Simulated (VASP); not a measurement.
# HgTe, vacuum levels of a slab or layer: which settings are enough?

HgTe, slab, 4 atoms in the cell. PBE; PAW potentials Hg, Te (PBE set). VASP 6.6.1.

Wanted: face levels within 0.04 eV; energy within 2 meV/atom; forces within 0.02 eV/Å.

Crystal: HgTe, F-43m; Face: (1 1 1); Atomic planes: 4; Dipole correction: yes.

Face levels: vacuum level at each face, counted from the Fermi level.

POSCAR of the starting run:
```
HgTe
1.0
    4.6962800402      0.0000000000      0.0000000000
   -2.3481400201      4.0670978181      0.0000000000
    0.0000000000      0.0000000000     19.7931207459
Hg Te
2 2
Direct
    0.4166666667      0.2083333333      0.4273517177
    0.0833333333      0.5416666667      0.6210804705
    0.7500000000      0.8750000000      0.3789195295
    0.4166666667      0.2083333333      0.5726482823
```

The series start from vacuum (Å): 15; correction: LDIPOL, IDIPOL 3, DIPOL, AMIN 0.01; k spacing (1/Å): 0.3; Cutoff ENCUT (eV): 310; SCF threshold EDIFF (eV): 1e-6; PREC: Accurate; ALGO: Normal. Each series keeps the choices made before it, and each single choice may use up half of a tolerance.

## Vacuum (Å)

| Vacuum (Å) | Face levels, largest deviation (eV) | Energy less reference (meV/atom) | Forces, largest deviation (eV/Å) | SCF iterations | Time (s) |
|---|---|---|---|---|---|
| 6 | 0.060 | 1.9 | 0.013 | 16 | 6.0 |
| 8 | 0.023 | 0.1 | 0.002 | 19 | 8.3 |
| 10 | 0.014 | -0.2 | 0.001 | 22 | 12 |
| 12 | 0.009 | -0.1 | 0.001 | 24 | 12 |
| 15 | 0.008 | -0.2 | 0.000 | 28 | 17 |
| 20 | 0.007 | -0.1 | 0.001 | 33 | 34 |
| 25 (reference) | 0.000 | 0.0 | 0.000 | 28 | 29 |

Chosen: 10, the loosest value from which every tighter one stays within half of the tolerance.

## Correction

| Correction | Face levels, largest deviation (eV) | Energy less reference (meV/atom) | Forces, largest deviation (eV/Å) | SCF iterations | Time (s) |
|---|---|---|---|---|---|
| LDIPOL, IDIPOL 3, DIPOL, AMIN 0.01 | 0.000 | 0.0 | 0.000 | 22 | 12 |
| LDIPOL, default AMIN | 0.001 | 0.0 | 0.000 | 20 | 12 |
| LDIPOL, no DIPOL | no result | no result | no result | 150 | 93 |
| IDIPOL 3 alone (energy only) | 0.748 | 5.0 | 0.019 | 19 | 12 |
| kernel truncation, coarsened | 0.077 | 0.2 | 0.000 | 20 | 13 |
| kernel truncation, full padding | 0.002 | 0.2 | 0.000 | 20 | 14 |

Chosen: LDIPOL, IDIPOL 3, DIPOL, AMIN 0.01; no other choice that stays within half of the tolerance saves 30 % of the time.

## k spacing (1/Å)

| k spacing (1/Å) | Face levels, largest deviation (eV) | Energy less reference (meV/atom) | Forces, largest deviation (eV/Å) | SCF iterations | Time (s) |
|---|---|---|---|---|---|
| 0.6 | 0.140 | 71.7 | 0.202 | 22 | 4.5 |
| 0.45 | 0.050 | 19.6 | 0.107 | 22 | 9.9 |
| 0.3 | 0.026 | 2.4 | 0.037 | 22 | 12 |
| 0.22 | 0.013 | 0.4 | 0.013 | 22 | 13 |
| 0.16 (reference) | 0.000 | 0.0 | 0.000 | 22 | 16 |

Chosen: 0.16; the next looser run is off by more than half of the tolerance, so convergence isn't shown beyond this value.

## Cutoff ENCUT (eV)

| Cutoff ENCUT (eV) | Face levels, largest deviation (eV) | Energy less reference (meV/atom) | Forces, largest deviation (eV/Å) | SCF iterations | Time (s) |
|---|---|---|---|---|---|
| 190 | 0.007 | 72.2 | 0.006 | 21 | 6.5 |
| 240 | 0.004 | 1.5 | 0.004 | 22 | 9.2 |
| 270 | 0.004 | 0.1 | 0.001 | 22 | 12 |
| 310 | 0.003 | 0.5 | 0.001 | 22 | 16 |
| 350 | 0.001 | 1.1 | 0.001 | 22 | 17 |
| 420 (reference) | 0.000 | 0.0 | 0.000 | 22 | 19 |

Chosen: 420; the next looser run is off by more than half of the tolerance, so convergence isn't shown beyond this value.

## SCF threshold EDIFF (eV)

| SCF threshold EDIFF (eV) | Face levels, largest deviation (eV) | Energy less reference (meV/atom) | Forces, largest deviation (eV/Å) | SCF iterations | Time (s) |
|---|---|---|---|---|---|
| 0.001 | 0.062 | 0.1 | 0.010 | 11 | 11 |
| 0.0001 | 0.017 | 0.0 | 0.004 | 14 | 16 |
| 1e-5 | 0.005 | 0.0 | 0.001 | 16 | 17 |
| 1e-6 | 0.000 | 0.0 | 0.000 | 22 | 19 |
| 1e-7 (reference) | 0.000 | 0.0 | 0.000 | 22 | 21 |

Chosen: 0.0001.

## PREC

| PREC | Face levels, largest deviation (eV) | Energy less reference (meV/atom) | Forces, largest deviation (eV/Å) | SCF iterations | Time (s) |
|---|---|---|---|---|---|
| Accurate | 0.000 | 0.0 | 0.000 | 14 | 16 |
| Normal | 0.002 | 0.0 | 0.001 | 14 | 8.0 |

Chosen: Normal, the fastest of those that stay within half of the tolerance.

## ALGO

| ALGO | Face levels, largest deviation (eV) | Energy less reference (meV/atom) | Forces, largest deviation (eV/Å) | SCF iterations | Time (s) |
|---|---|---|---|---|---|
| Normal | 0.000 | 0.0 | 0.000 | 14 | 8.0 |
| Fast | 0.009 | 0.0 | 0.005 | 13 | 7.3 |
| All | 0.025 | 0.0 | 0.008 | 15 | 10 |

Chosen: Normal.

## All choices together

| Input | Face levels, largest deviation (eV) | Energy less reference (meV/atom) | Forces, largest deviation (eV/Å) | Time (s) |
|---|---|---|---|---|
| starting input without the dipole correction (naive) | 0.769 | -0.5 | 0.048 | 12 |
| chosen settings | 0.026 | -0.1 | 0.005 | 8.0 |
| reference settings throughout | 0.000 | 0.0 | 0.000 | 84 |

The chosen settings stay within the tolerance of the reference run, but the reference itself isn't shown to be converged in: k spacing (1/Å), Cutoff ENCUT (eV).

Values of the reference run: Face levels: 3.572, 5.378 eV.

## The input

INCAR:
```
ALGO = Normal
AMIN = 0.01
DIPOL = 0.5 0.5 0.5
EDIFF = 1E-4
ENCUT = 420
GGA = PE
IDIPOL = 3
ISMEAR = 0
KPAR = 4
LASPH = T
LCHARG = F
LDIPOL = T
LREAL = F
LVACPOTAV = T
LVHAR = T
LWAVE = F
NELM = 150
PREC = Normal
SIGMA = 0.1
```

KPOINTS:
```
Automatic mesh
0
Gamma
  10 10 1
  0 0 0
```

POSCAR:
```
HgTe
1.0
    4.6962800402      0.0000000000      0.0000000000
   -2.3481400201      4.0670978181      0.0000000000
    0.0000000000      0.0000000000     14.7931207459
Hg Te
2 2
Direct
    0.4166666667      0.2083333333      0.4027969656
    0.0833333333      0.5416666667      0.6620050572
    0.7500000000      0.8750000000      0.3379949428
    0.4166666667      0.2083333333      0.5972030344
```

Commands:
```
cat potpaw_PBE.64/Hg/POTCAR potpaw_PBE.64/Te/POTCAR > POTCAR
mpirun -np 4 vasp_std > vasp.out
```

Limits: At EDIFF = 0.0001 other algorithms or programs end up to 0.6 times the tolerance apart, so this threshold passes by luck, and a tighter one is safer.

The chosen input took VASP 6.6.1 8.0 s on 4 cores (Intel Xeon 6975P-C (Granite Rapids)), a shared host.

## An input that fails: dipole correction along an axis in the plane

It ran out of time.

Changes against the starting input:
```
- IDIPOL = 3
+ IDIPOL = 1
```
